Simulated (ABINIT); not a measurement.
## Quasiparticle gap of CaSe (Fm-3m) in ABINIT

Wanted: ground state, empty states, screening and self-energy for CaSe (Fm-3m).

Program: ABINIT 10.8.3. Level of theory: PBE and many-body steps on it, plane waves. Results are calculated unless marked as measured.

Report form: the programs' logs are mostly left out.

The database entry behind the starting cell differs from later determinations by our own check (0.1 to 0.3 % short, probably kX units), so it need not match the best structure at ambient conditions.

**1. The structure**

It takes space group Fm-3m (No. 225, cubic). The conventional cell has a = 5.912 Å, b = 5.912 Å, c = 5.912 Å, α = 90.00°, β = 90.00°, γ = 90.00°. Nearest to Ca lie 6 Se at 2.96 Å. Se has 6 Ca at 2.96 Å nearest. Farther neighbours and most contacts between anions are not listed.

The cell and positions come from the Crystallography Open Database and are kept as given unless a step says otherwise.

**2. Ground state**

This step: ABINIT 10.8.3; DFT, PBE with spin-orbit coupling, plane waves, norm-conserving pseudopotentials.

The ground-state density comes first.

Input file run.abi:

```
acell 3*1.0 Angstrom
rprim 
  -0.000000000000 2.956000000000 2.956000000000
  2.956000000000 -0.000000000000 2.956000000000
  2.956000000000 2.956000000000 -0.000000000000
ntypat 2
znucl 20 34
natom 2
typat 1 2
xred 
  0.000000000000 0.000000000000 0.000000000000
  0.500000000000 0.500000000000 0.500000000000
pp_dirpath "pseudos"
pseudos "Ca.upf, Se.upf"
ecut 48
nspinor 2
ngkpt 6 6 6
nshiftk 1
shiftk 0 0 0
kptopt 1
chksymbreak 0
nband 44
occopt 1
tolvrs 1e-10
nstep 60
prtwf 0
optforces 0
optstress 0
indata_prefix "in"
outdata_prefix "out"
tmpdata_prefix "tmp"
```

Command:

```
$ OMP_NUM_THREADS=1 mpirun -n 4 abinit run.abi > log
```

It took 3.1 min on 4 MPI ranks of Arm Neoverse N1, shared host; peak memory 0.48 GiB.

This step gave:

* total energy: -10260.7192 eV
* gap: 1.892 eV
* k of the valence top: 0, 0, 0
* k of the conduction bottom: 0.5, 0.5, 0
* least direct gap: 2.847 eV

The gap is indirect, with the least direct gap 0.95 eV higher.

**3. Bands along the symmetry lines**

Levels along a band path, at the cheap level, show where the edges lie and whether the meshes to come will hold them.

Input file run.abi:

```
acell 3*1.0 Angstrom
rprim 
  -0.000000000000 2.956000000000 2.956000000000
  2.956000000000 -0.000000000000 2.956000000000
  2.956000000000 2.956000000000 -0.000000000000
ntypat 2
znucl 20 34
natom 2
typat 1 2
xred 
  0.000000000000 0.000000000000 0.000000000000
  0.500000000000 0.500000000000 0.500000000000
pp_dirpath "pseudos"
pseudos "Ca.upf, Se.upf"
ecut 48
nspinor 2
iscf -2
irdden 1
kptopt 0
nkpt 26
kpt 
  0.00000000 0.00000000 0.00000000
  0.12500000 0.00000000 0.12500000
  0.25000000 0.00000000 0.25000000
  0.37500000 0.00000000 0.37500000
  0.50000000 0.00000000 0.50000000
  0.53125000 0.06250000 0.53125000
  0.56250000 0.12500000 0.56250000
  0.59375000 0.18750000 0.59375000
  0.62500000 0.25000000 0.62500000
  0.37500000 0.37500000 0.75000000
  0.28125000 0.28125000 0.56250000
  0.18750000 0.18750000 0.37500000
  0.09375000 0.09375000 0.18750000
  0.00000000 0.00000000 0.00000000
  0.12500000 0.12500000 0.12500000
  0.25000000 0.25000000 0.25000000
  0.37500000 0.37500000 0.37500000
  0.50000000 0.50000000 0.50000000
  0.50000000 0.43750000 0.56250000
  0.50000000 0.37500000 0.62500000
  0.50000000 0.31250000 0.68750000
  0.50000000 0.25000000 0.75000000
  0.50000000 0.18750000 0.68750000
  0.50000000 0.12500000 0.62500000
  0.50000000 0.06250000 0.56250000
  0.50000000 -0.00000000 0.50000000
istwfk *1
nband 50
nbdbuf 6
tolwfr 1e-08
nstep 40
prtwf 0
prtvol 0
indata_prefix "in"
outdata_prefix "out"
tmpdata_prefix "tmp"
```

It took 3 min on 4 MPI ranks; peak memory 0.52 GiB; 12 min of CPU time.

Numbers from this step:

| Item | Value |
| --- | --- |
| gap | 1.892 eV |
| k of the valence top | 0, 0, 0 |
| k of the conduction bottom | 0.5, 0, 0.5 |
| least direct gap | 2.847 eV |

The gap is 1.892 eV, as in the run before at this level.

Electronic bands along the path, in eV, zero at the top of the highest filled band:

| point | band 31 | band 32 | band 33 | band 34 | band 35 | band 36 | band 37 | band 38 |
| --- | --- | --- | --- | --- | --- | --- | --- | --- |
| Γ | 0.00 | 0.00 | 0.00 | 0.00 | 3.22 | 3.22 | 3.57 | 3.57 |
| halfway | -0.86 | -0.86 | -0.63 | -0.63 | 2.59 | 2.59 | 4.35 | 4.35 |
| X | -1.18 | -1.18 | -0.95 | -0.95 | 1.89 | 1.89 | 4.90 | 4.90 |
| halfway | -1.50 | -1.50 | -1.10 | -1.10 | 2.29 | 2.29 | 5.14 | 5.14 |
| U | -2.16 | -2.16 | -1.24 | -1.24 | 3.14 | 3.14 | 5.54 | 5.54 |
| jump to K | -2.16 | -2.16 | -1.24 | -1.24 | 3.14 | 3.14 | 5.54 | 5.54 |
| halfway | -1.20 | -1.20 | -0.99 | -0.99 | 4.12 | 4.12 | 4.28 | 4.28 |
| Γ | 0.00 | 0.00 | 0.00 | 0.00 | 3.22 | 3.22 | 3.57 | 3.57 |
| halfway | -0.94 | -0.94 | -0.72 | -0.72 | 3.59 | 3.59 | 4.30 | 4.30 |
| L | -1.43 | -1.43 | -1.23 | -1.23 | 4.39 | 4.39 | 5.33 | 5.33 |
| halfway | -1.78 | -1.78 | -1.35 | -1.35 | 4.34 | 4.34 | 4.63 | 4.63 |
| W | -2.04 | -2.04 | -1.77 | -1.77 | 4.24 | 4.24 | 4.29 | 4.29 |
| halfway | -1.57 | -1.57 | -1.38 | -1.38 | 2.69 | 2.69 | 5.00 | 5.00 |
| X | -1.18 | -1.18 | -0.95 | -0.95 | 1.89 | 1.89 | 4.90 | 4.90 |

**4. Empty states on the mesh, 4×4×4 mesh, 138 bands**

The sums over transitions need many empty states on a uniform mesh; this step solves for them.

Input file run.abi:

```
acell 3*1.0 Angstrom
rprim 
  -0.000000000000 2.956000000000 2.956000000000
  2.956000000000 -0.000000000000 2.956000000000
  2.956000000000 2.956000000000 -0.000000000000
ntypat 2
znucl 20 34
natom 2
typat 1 2
xred 
  0.000000000000 0.000000000000 0.000000000000
  0.500000000000 0.500000000000 0.500000000000
pp_dirpath "pseudos"
pseudos "Ca.upf, Se.upf"
ecut 48
nspinor 2
ngkpt 4 4 4
nshiftk 1
shiftk 0 0 0
kptopt 1
chksymbreak 0
iscf -2
irdden 1
istwfk *1
nband 138
nbdbuf 12
tolwfr 1e-09
nstep 60
prtvol 0
indata_prefix "in"
outdata_prefix "out"
tmpdata_prefix "tmp"
```

Run time: 3.1 min. Hardware: 4 MPI ranks; peak memory 0.55 GiB; 12 min of CPU time.

This step gave:

- gap: 1.892 eV
- k of the valence top: 0, 0, 0
- k of the conduction bottom: 0.5, 0.5, 0
- least direct gap: 2.847 eV
- k points computed: 8
- lowest point of the top converged band, above the valence top: 41.59 eV

On this mesh the gap is 1.892 eV.

**5. Screening, 4×4×4 mesh, 126 bands, screening to 119.7 eV**

The RPA dielectric matrix is built and inverted for each q.

This step: RPA screening on PBE with spin-orbit coupling, plane waves, norm-conserving pseudopotentials.

Changes to run.abi since step 4:

```diff
@@ -21,10 +21,11 @@
 chksymbreak 0
-iscf -2
-irdden 1
 istwfk *1
-nband 138
-nbdbuf 12
-tolwfr 1e-09
-nstep 60
-prtvol 0
+occopt 1
+irdwfk 1
+optdriver 3
+nband 126
+ecuteps 4.4
+inclvkb 0
+awtr 1
+symchi 1
 indata_prefix "in"
```

The job ended after 5.2 min (4 MPI ranks; peak memory 2.5 GiB; 21 min of CPU time).

Numbers from this step:

```yaml
eps_infinity_with_local_fields_on_this_mesh_along_the_program_s_q_direction: 6.588
the_same_without_local_fields: 7.789
plasma_frequency: 30.12 eV
plane_waves_in_the_screening_matrix: 169
```

Local fields lower ε∞ by 15 %. On a Γ-centred mesh this coarse the value itself is usually too large, while a short band sum pulls it down.

**6. Self-energy, 4×4×4 mesh, 126 bands, screening to 119.7 eV**

The self-energy is evaluated for the states that the input lists, and the levels follow from it, in one-shot runs by the linearised quasiparticle equation.

This step: G0W0 on PBE with spin-orbit coupling, plane waves, norm-conserving pseudopotentials.

Changes to run.abi since step 5:

```diff
@@ -24,8 +24,17 @@
 irdwfk 1
-optdriver 3
+optdriver 4
 nband 126
+gwcalctyp 0
+ecutsigx 48
+symsigma 0
+nkptgw 2
+kptgw 
+  0.0000000000 0.0000000000 0.0000000000
+  0.5000000000 0.5000000000 0.0000000000
+bdgw 
+  31 40
+  31 38
 ecuteps 4.4
-inclvkb 0
-awtr 1
-symchi 1
+irdscr 1
+ppmodel 1
 indata_prefix "in"
```

The job ended after 5.6 min (4 MPI ranks; peak memory 2.3 GiB).

Numbers from this step:

| Item | Value |
| --- | --- |
| G0W0 gap on the points computed | 3.293 eV |
| starting gap on the mesh | 1.892 eV |
| k of the valence top | 0, 0, 0 |
| k of the conduction bottom | 0.5, 0.5, 0 |
| Z at the valence top | 0.809 |
| Z at the conduction bottom | 0.827 |
| least direct G0W0 gap on the computed points | 4.196 eV |

The gap on the mesh goes from 1.89 eV to 3.29 eV, a correction of +1.40 eV.

Limits: finite bands, cutoff and mesh; screening head approximate; coarse k mesh. v1 is the top filled band, c1 the lowest empty one. Levels before and after the correction, in eV, zero at the valence-band top of each column:

|  | conduction bottom | valence top |
| --- | --- | --- |
| Kohn-Sham | 1.89 | 0.00 |
| G0W0 | 3.29 | 0.00 |

|  | level | energy (eV) |
| --- | --- | --- |
| Kohn-Sham | Γ v3-v1 | 0.000 |
| Kohn-Sham | Γ c1-c2 | 3.222 |
| Kohn-Sham | Γ c3 | 3.569 |
| Kohn-Sham | (0.5 0.5 0) v3 | -1.179 |
| Kohn-Sham | (0.5 0.5 0) v2-v1 | -0.955 |
| Kohn-Sham | (0.5 0.5 0) c1-c2 | 1.892 |
| Kohn-Sham | (0.5 0.5 0) c3 | 4.903 |
| G0W0 | Γ v3-v1 | 0.000 |
| G0W0 | Γ c1-c2 | 4.196 |
| G0W0 | Γ c3 | 5.557 |
| G0W0 | (0.5 0.5 0) v3 | -1.342 |
| G0W0 | (0.5 0.5 0) v2-v1 | -1.140 |
| G0W0 | (0.5 0.5 0) c1-c2 | 3.293 |
| G0W0 | (0.5 0.5 0) c3 | 7.555 |

**7. Where the time went**

Times are wall times on 4 MPI ranks of Arm Neoverse N1, shared host, good to a factor of about two.

| step | time | share | memory (GiB) |
| --- | --- | --- | --- |
| ground state | 3.1 min | 16 % | 0.48 |
| bands along the symmetry lines | 3 min | 15 % | 0.52 |
| empty states on the mesh | 3.1 min | 15 % | 0.55 |
| screening | 5.2 min | 26 % | 2.5 |
| self-energy | 5.6 min | 28 % | 2.3 |

**8. Summary of results**

- PBE gap: 1.89 eV, indirect
- G0W0 gap on the mesh: 3.29 eV
- GW settings: 4×4×4 mesh, 126 bands, screening to 119.7 eV, Godby-Needs plasmon pole
- known limits: not at the basis limit; screening head approximate; coarse k mesh

In words: G0W0 moves the gap on the mesh from 1.89 eV to 3.29 eV (+1.40 eV), with Z of 0.81 and 0.83 at the edges. Local fields lower the RPA ε∞ on this mesh from 7.79 to 6.59; a Γ-centred mesh this coarse tends to raise both, most where the direct gap is narrow, while a short band sum lowers them. Only 2 of the mesh's irreducible points were corrected, so a valley elsewhere could overtake. Bands and cutoff are finite, so the gap is not at the basis limit. The miss can reach some tenths of an eV and take either sign; the mesh is an error of its own. In the G0W0 run levels were corrected at 2 k points alone, so a gap called «on the mesh» is the least over those, and an edge elsewhere would be missed. The 4×4×4 mesh is coarse for this cell, which bears on the long-range parts of exchange and screening. The long-wavelength limit of the screening leaves out the non-local commutator, which shifts ε∞.

[Paths, hosts, dates, memory and timing lines, banners, echoed tables and standing remarks are left out of the program output.]

[Logs are printed without paths, hosts, clocks, repeated set-up lines and the standing remarks that a program may print on its own settings, such as how far it seeks lower states.]

[Runs of the session that timed out or met a known fault of the program may be left out.]

[Hosts, paths, dates, database ids (printed as entryN), source tags and the programs' standing remarks are cut or masked in the printed files.]

[G0W0 gaps are taken among the corrected bands and points alone; a level outside them can change the order at an edge.]

[Where Ansatz stands beside ABINIT at settings called matched, ABINIT's density can come from a denser mesh and the files from another edition; pairs whose starting gaps differed by over 0.03 eV were left out, so agreement reads better than it is.]
